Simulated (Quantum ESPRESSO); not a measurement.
## NaF (Villiaumite): relaxation of cell and atoms with PBE

Crystal: NaF (Villiaumite).

```
Na F
1.0
     0.00000    2.32000    2.32000
     2.32000    0.00000    2.32000
     2.32000    2.32000    0.00000
Na F
1 1
Direct
  0.00000 0.00000 0.00000
  0.50000 0.50000 0.50000
```

| Item | Value |
| --- | --- |
| Program | Quantum ESPRESSO 7.5 |
| Task | relaxation of cell and atoms |
| Functional | PBE |
| Potentials or basis | SSSP 1.3 efficiency PBE |
| Cutoff | 857 eV |
| Density cutoff | 6884 eV |
| k mesh | 10 × 10 × 10 |
| Occupations | fermi-dirac, width 0.05 eV |
| Spin | no spin polarisation |
| Target pressure | 20 GPa |
| Mixing beta | 0.5 |
| Most SCF iterations | 120 |
| SCF threshold | 4e-10 Ry |
| Most ionic steps | 40 |
| Forc conv thr | 0.0004 Ry/bohr |
| Etot conv thr | 1e-05 Ry |
| Ion dynamics | bfgs |
| Cell dynamics | bfgs |
| Press conv thr | 0.3 kbar |

| Quantity | Value |
| --- | --- |
| Relaxed volume | 10.21 Å³/atom |
| Relaxed cell | a = 3.068 Å, b = 3.068 Å, c = 3.068 Å, α = 60.00°, β = 60.00°, γ = 60.00° |
| Space group after relaxing (to 0.05 Å) | Fm-3m (No. 225) |
| Energy change on relaxing (the enthalpy is what falls) | +138.4 meV/atom |
| Ionic steps | 6 |
| Pressure after relaxing | 20.0 GPa |
| Band gap on the k mesh | 7.49 eV, direct |

The path:
| step | energy change (eV) | largest force (eV/Å) | pressure (GPa) | volume (Å³) |
| --- | --- | --- | --- | --- |
| 1 | 0.0000 | 0.0000 | 2.45 | 24.97 |
| 2 | 0.0718 | 0.0000 | 8.63 | 22.81 |
| 3 | 0.3638 | 0.0000 | 24.24 | 19.79 |
| 4 | 0.2640 | 0.0000 | 19.36 | 20.53 |
| 5 | 0.2763 | 0.0000 | 19.97 | 20.43 |
| 6 | 0.2769 | 0.0000 | 20.00 | 20.43 |

Final structure:
```cif
data_structure
_symmetry_space_group_name_H-M 'P 1'
_symmetry_Int_Tables_number 1
_cell_length_a 3.0683
_cell_length_b 3.0683
_cell_length_c 3.0683
_cell_angle_alpha 60.000
_cell_angle_beta 60.000
_cell_angle_gamma 60.000
_cell_volume 20.43
loop_
_atom_site_label
_atom_site_type_symbol
_atom_site_fract_x
_atom_site_fract_y
_atom_site_fract_z
_atom_site_occupancy
Na1 Na 0.00000 0.00000 0.00000 1
F1 F 0.50000 0.50000 0.50000 1
```

Levels at points of the mesh, in eV from the valence-band top:
| k point | band 5 | band 6 | band 7 | band 8 | band 9 | band 10 | band 11 | band 12 |
| --- | --- | --- | --- | --- | --- | --- | --- | --- |
| (0.00, 0.00, 0.00) | -18.46 | 0.00 | 0.00 | 0.00 | 7.49 | 20.38 | 20.38 | 20.38 |
| (0.00, 0.00, -0.50) | -17.62 | -2.08 | -0.39 | -0.39 | 12.08 | 14.25 | 22.40 | 22.40 |
| (0.00, -0.50, -0.50) | -18.56 | -1.61 | -0.51 | -0.51 | 13.94 | 14.91 | 15.72 | 22.53 |

It took 74 s on 1 thread of Arm Neoverse V1 (shared host), peak memory 0.13 GiB.

Caveat: the volume moved by over 15 % at a fixed basis, so the end points are rough. A k mesh can miss the band edges.
